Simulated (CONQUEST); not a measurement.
# ZnS: single point with PBE

The system is ZnS.

```xyz
4
Lattice="3.8212 0.0000 0.0000 0.0000 3.8212 0.0000 0.0000 0.0000 5.4040" Properties=species:S:1:pos:R:3 pbc="T T T"
Zn    1.8706    3.8135    4.0083
Zn    3.7812    1.9029    1.3063
S     1.8707    1.8707    2.7096
S     3.7813    3.7813    0.0076
```

The cell isn't the ideal one: atoms moved at random, drawn with an rms of 0.05 Å.

```
Program             : CONQUEST 1.3
Task                : single point
Functional          : PBE
Potentials or basis : PseudoDojo NC PBE, DZP, multi-site functions of range 10 bohr, grid cutoff 120 Ha
k mesh              : 7 × 7 × 5
Occupations         : fermi-dirac, width 0.05 eV
Spin                : no spin polarisation
```

- Pressure: 4.4 GPa
- Band gap on the k mesh: 2.29 eV
- Mulliken charges: Zn +1.18; S -1.18 e

Levels at points of the mesh, in eV from the valence-band top:
| k point | band 22 | band 23 | band 24 | band 25 | band 26 | band 27 | band 28 |
| --- | --- | --- | --- | --- | --- | --- | --- |
| (0.00, 0.00, 0.00) | -2.27 | -2.22 | -0.13 | -0.03 | 0.00 | 2.29 | 4.19 |

Wall time 50 s on 1 thread of Intel(R) Xeon(R) 6975P-C (Granite Rapids), on a shared host, peak memory 0.53 GiB.

Caveat: Mulliken charges move with the basis; multi-site functions contract the basis, which raises the energy a little and makes forces and stress less exact; the box holds several primitive cells, so bands are folded and the points are those of the box's own zone; the real-space grid is too coarse here: the forces don't sum to zero and aren't listed, and the energy moves when atoms move against the grid; the basis of atomic orbitals isn't converged, which shifts pressures, moduli and gaps.
